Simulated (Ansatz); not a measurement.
## Pb in Ansatz: the effect of functional

The system is Pb.

```xyz
2
Lattice="0.0000 3.4159 3.4159 3.4159 0.0000 3.4159 3.4159 3.4159 0.0000" Properties=species:S:1:pos:R:3 pbc="T T T"
Pb    1.7080    1.7080    1.7080
Pb    0.0000    0.0000    0.0000
```

This isn't the form of Pb at room conditions, which is fcc.

The cell isn't the ideal one: volume scaled by 0.98.

Alike in all runs:

- Program: Ansatz 0.2.0
- Task: single point
- Potentials or basis: Ansatz PAW
- k mesh: 7 × 7 × 7
- Occupations: fermi-dirac, width 0.05 eV
- Spin: no spin polarisation

```tsv
functional	cutoff	pressure (GPa)
LDA	420 eV (not typed: the program's choice for these potentials)	-0.1
PBEsol	420 eV (not typed: the program's choice for these potentials)	?
r2SCAN	500 eV (not typed: the program's choice for these potentials)	1.8
```

**Question.** What does the run with functional PBEsol give?

**Answer.** Pressure 1.1 GPa.

Caveats: the PAW data sets come from PBE, with cores solved anew for the run's functional, which leaves a small shift of forces and pressure.
